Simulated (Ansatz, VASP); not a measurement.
## Two plane-wave programs on Na

```
CELL_PARAMETERS angstrom
-2.08887 2.08887 2.08887
2.08887 -2.08887 2.08887
2.08887 2.08887 -2.08887
ATOMIC_POSITIONS crystal
Na 0.00000 0.00000 0.00000
```

Alike in both runs: functional PBEsol; k mesh 16 × 16 × 16; occupations fermi-dirac, width 0.15 eV; no spin polarisation.

Ansatz relaxed the structure, and its values are those at the end. VASP's run is a single point on that final structure, the one shown.

```csv
,VASP,Ansatz
version,VASP 6.6.1,Ansatz 0.2.0
potentials or method,"VASP PAW PBE potentials, release 64 (Na_pv)","scalar-relativistic, plane waves, PAW"
plane-wave cutoff (eV),520,420
valence electrons in the cell,7,9
```

```tsv
	VASP	Ansatz	Ansatz less VASP
gap on the k mesh at the Fermi level (eV)	none	none	-
pressure (GPa)	0.0	0.0	-0.04
```

A gap of «none» marks a metal or a gap that the smearing closes. The two sets of potentials don't hold the same shells in valence.

Caveats: the PAW data sets were made with another functional, which shifts forces and pressure a little (VASP).
